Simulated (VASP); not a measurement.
# ZnO: band structure with r2SCAN

ZnO:

```
Zn O
1.0
     3.28797    0.00000    0.00000
    -1.64398    2.84746    0.00000
     0.00000    0.00000    7.13044
Zn O
2 2
Direct
  0.00000 0.00000 0.25000
  0.00000 0.00000 0.75000
  0.66667 0.33333 0.75000
  0.33333 0.66667 0.25000
```

Measurements of this composition are mostly on another form, of space group No. 186.

| Item | Value |
| --- | --- |
| Program | VASP 6.6.1 |
| Task | band structure |
| Functional | r2SCAN |
| Potentials or basis | VASP PAW PBE potentials, release 64 (Zn, O) |
| Cutoff | 520 eV |
| k mesh | 10 × 10 × 4 |
| Occupations | gaussian, width 0.02 eV |
| Spin | no spin polarisation |
| Ladder | gaps |
| Further INCAR settings | ALGO = Normal; EDIFF = 1e-07 |

The pressure is -3.7 GPa, the band gap on the k mesh is 1.13 eV, direct and the band gap along the path is 1.13 eV, direct.

Stress tensor (GPa, compression positive):
```
-4.79  0.00  0.00
 0.00 -4.79  0.00
 0.00  0.00 -1.39
```

Levels at the corners of the path, in eV from the valence-band top:
| point | band 15 | band 16 | band 17 | band 18 | band 19 | band 20 | band 21 | band 22 |
| --- | --- | --- | --- | --- | --- | --- | --- | --- |
| Γ | -0.01 | -0.01 | 0.00 | 0.00 | 1.13 | 3.88 | 5.49 | 11.58 |
| M | -1.92 | -1.83 | -1.02 | -1.00 | 5.24 | 5.96 | 6.64 | 9.27 |
| M | -1.92 | -1.83 | -1.02 | -1.00 | 5.24 | 5.96 | 6.64 | 9.27 |
| K | -3.75 | -3.38 | -0.82 | -0.82 | 5.43 | 6.85 | 9.08 | 9.08 |
| K | -3.75 | -3.38 | -0.82 | -0.82 | 5.43 | 6.85 | 9.08 | 9.08 |
| Γ | -0.01 | -0.01 | 0.00 | 0.00 | 1.13 | 3.88 | 5.49 | 11.58 |
| Γ | -0.01 | -0.01 | 0.00 | 0.00 | 1.13 | 3.88 | 5.49 | 11.58 |
| A | 0.00 | 0.00 | 0.00 | 0.00 | 2.29 | 2.29 | 7.74 | 7.74 |
| A | 0.00 | 0.00 | 0.00 | 0.00 | 2.29 | 2.29 | 7.74 | 7.74 |
| L | -1.88 | -1.88 | -0.98 | -0.98 | 5.40 | 5.40 | 8.10 | 8.10 |
| L | -1.88 | -1.88 | -0.98 | -0.98 | 5.40 | 5.40 | 8.10 | 8.10 |
| H | -3.70 | -3.70 | -0.81 | -0.81 | 6.22 | 6.22 | 9.48 | 9.48 |
| H | -3.70 | -3.70 | -0.81 | -0.81 | 6.22 | 6.22 | 9.48 | 9.48 |
| A | 0.00 | 0.00 | 0.00 | 0.00 | 2.29 | 2.29 | 7.74 | 7.74 |
| L | -1.88 | -1.88 | -0.98 | -0.98 | 5.40 | 5.40 | 8.10 | 8.10 |
| M | -1.92 | -1.83 | -1.02 | -1.00 | 5.24 | 5.96 | 6.64 | 9.27 |
| K | -3.75 | -3.38 | -0.82 | -0.82 | 5.43 | 6.85 | 9.08 | 9.08 |
| H | -3.70 | -3.70 | -0.81 | -0.81 | 6.22 | 6.22 | 9.48 | 9.48 |

It took 4.1 min on 1 thread of Intel(R) Xeon(R) 6975P-C (Granite Rapids) (shared host), peak memory 0.23 GiB.

Caveat: the PAW data sets were made with another functional, which shifts forces and pressure a little. r2SCAN opens gaps a little over a GGA but as a rule still falls short of measured ones.
